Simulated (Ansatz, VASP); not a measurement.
Cu: VASP beside Ansatz

```
CELL_PARAMETERS angstrom
0.00000 1.73520 1.80750
1.73520 0.00000 1.80750
1.73520 1.73520 0.00000
ATOMIC_POSITIONS crystal
Cu 0.00000 0.00000 0.00000
```

Change from the starting cell: strain -0.040 along x and y, +0.000 along z, atoms carried along.

Alike in both runs: task single point; functional PBEsol; k mesh 22 × 22 × 22; occupations gaussian, width 0.15 eV; no spin polarisation.

|  | VASP | Ansatz |
| --- | --- | --- |
| version | VASP 6.6.1 | Ansatz 0.2.0 |
| potentials or method | VASP PAW PBE potentials, release 64 (Cu) | scalar-relativistic, plane waves, PAW |
| plane-wave cutoff (eV) | 520 | 420 |
| valence electrons in the cell | 11 | 19 |

|  | VASP | Ansatz | Ansatz less VASP |
| --- | --- | --- | --- |
| gap on the k mesh at the Fermi level (eV) | none | none | - |
| pressure (GPa) | 8.0 | 7.3 | -0.72 |
| largest component of the traceless stress (GPa) | 2.22 | 2.22 | +0.001 |

A gap of «none» marks a metal or a gap that the smearing closes. The two sets of potentials don't hold the same shells in valence.

Caveats: the PAW data sets were made with another functional, which shifts forces and pressure a little (VASP).
